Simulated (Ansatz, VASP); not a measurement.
One calculation of Pd, two programs

```
Pd
1.0
     2.37556    0.00000    0.00000
     0.00000    2.37556    0.00000
     0.00000    0.00000    2.37556
Pd
1
Direct
  0.00000 0.00000 0.00000
```

Change from the starting cell: volume scaled by 0.75, LAPW.

Alike in both runs: task single point; functional PBE; k mesh 15 × 15 × 15; occupations fermi-dirac, width 0.08 eV; no spin polarisation.

|  | VASP | Ansatz |
| --- | --- | --- |
| version | VASP 6.6.1 | Ansatz 0.2.0 |
| potentials or method | VASP PAW PBE potentials, release 64 (Pd), cutoff 520 eV | all-electron LAPW, scalar-relativistic |

|  | VASP | Ansatz | Ansatz less VASP |
| --- | --- | --- | --- |
| pressure (GPa) | 73.5 | 75.0 | +1.46 |

Ansatz ran all-electron here, so the differences hold the error of VASP's frozen core and of both bases.

Caveats: the cell as given lies far from equilibrium; so large a pressure means that the cell lies far from this level's equilibrium, or that cutoff or potentials fall short (VASP).
